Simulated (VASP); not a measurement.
# BN under changes of volume

One of the cells (8.414 Å³/atom); the others are scaled copies at fixed shape and fractional positions:

```
CELL_PARAMETERS angstrom
2.52465 0.00000 0.00000
-1.25497 2.19064 0.00000
-0.63484 -1.09532 3.04256
ATOMIC_POSITIONS crystal
N 0.66851 0.33238 0.98500
B 0.97964 0.98350 0.00181
```

The cell comes from a database or a generator and needn't be the stable form of this composition.

```yaml
Program: VASP 6.6.1
Functional: PBE
Potentials_or_basis: VASP PAW PBE potentials, release 64 (N, B)
Cutoff: 520 eV
k_mesh: 13 × 13 × 9
Occupations: fermi-dirac, width 0.05 eV
Spin: no spin polarisation
```

```tsv
volume (Å³/atom)	energy over the lowest point (meV/atom)	pressure (GPa)	gap on the mesh (eV)	largest force (eV/Å)
7.754	46.71	24.0	2.80	3.120
7.919	25.42	17.1	2.81	2.980
8.084	?	?	?	?
8.414	0.00	-0.2	2.85	2.604
8.579	2.55	-5.0	2.85	2.492
8.744	9.85	-9.4	2.86	2.386
```

Task: What does the run at 8.084 Å³/atom give?

Result: Energy over the lowest point 10.92 meV/atom; pressure 10.8 GPa; gap on the mesh 2.83 eV; largest force 2.848 eV/Å.

Worked out: A Birch-Murnaghan fit of order 3 (a polynomial in V^(-2/3)) to the other rows has its minimum at 8.41 Å³/atom with B0 = V·E''(V) = 257 GPa and B' = 3.6 at fixed shape and positions, which overstates the stiffness. It gives 10.92 meV/atom at 8.084 Å³/atom, against the run's 10.92, and -dE/dV = 11.0 GPa, against 10.8. A straight line through the other rows of the gap, of slope 0.514 eV per unit of ln V, gives 2.82 eV, against the run's 2.83.

Energies are extrapolated to zero smearing.

Caveats: an odd mesh through Γ misses points on the zone boundary, where band edges often lie; forces of over 1 eV/Å show positions far from the minimum, so gaps and moduli don't describe the material at rest.
